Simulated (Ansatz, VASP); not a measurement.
## Sb: VASP beside Ansatz

```
Sb
1.0
     2.10490    1.21527    3.43720
    -2.10490    1.21527    3.43720
     0.00000   -2.43053    3.43720
Sb
2
Direct
  0.24982 0.24982 0.24982
  0.75018 0.75018 0.75018
```

Alike in both runs: functional PBE; dispersion D3(BJ); k mesh 12 × 12 × 12; occupations fermi-dirac, width 0.1 eV; no spin polarisation.

Ansatz relaxed the structure, and its values are those at the end. VASP's run is a single point on that final structure, the one shown.

```csv
,VASP,Ansatz
version,VASP 6.6.1,Ansatz 0.2.0
potentials or method,"VASP PAW PBE potentials, release 64 (Sb)","scalar-relativistic, plane waves, PAW"
plane-wave cutoff (eV),520,420
valence electrons in the cell,10,30
```

Ansatz gave:

```
gap on the k mesh at the Fermi level (eV) : none
pressure (GPa)                            : 6.4
```

Which values does VASP return?

gap on the k mesh at the Fermi level (eV): none; pressure (GPa): 6.5.

A gap of «none» marks a metal or a gap that the smearing closes. The two sets of potentials don't hold the same shells in valence.

Caveats: pairwise dispersion overbinds metals, which lowers pressure and volume. Spin-orbit coupling is left out, which matters for the levels of Sb.
